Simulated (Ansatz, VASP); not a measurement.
## One calculation of CdTe, two programs

```xyz
2
Lattice="0.0000 3.3087 3.3087 3.3087 0.0000 3.3087 3.3087 3.3087 0.0000" Properties=species:S:1:pos:R:3 pbc="T T T"
Cd    0.0000    0.0000    0.0000
Te    1.6543    1.6543    1.6543
```

Alike in both runs: task single point; functional PBE; k mesh 10 × 10 × 10; occupations gaussian, width 0.02 eV; no spin polarisation.

|  | VASP | Ansatz |
| --- | --- | --- |
| version | VASP 6.6.1 | Ansatz 0.2.0 |
| potentials or method | VASP PAW PBE potentials, release 64 (Cd, Te) | scalar-relativistic, plane waves, PAW |
| plane-wave cutoff (eV) | 520 | 420 |
| valence electrons in the cell | 18 | 36 |

|  | VASP | Ansatz | Ansatz less VASP |
| --- | --- | --- | --- |
| gap on the k mesh at the Fermi level (eV) | 0.58 | 0.59 | +0.003 |
| least direct gap on the mesh (eV) | 0.58 | 0.59 | +0.003 |
| pressure (GPa) | 0.1 | 0.0 | -0.10 |

The two sets of potentials don't hold the same shells in valence.

Caveats: spin-orbit coupling is left out, which moves the levels of the heavy elements.
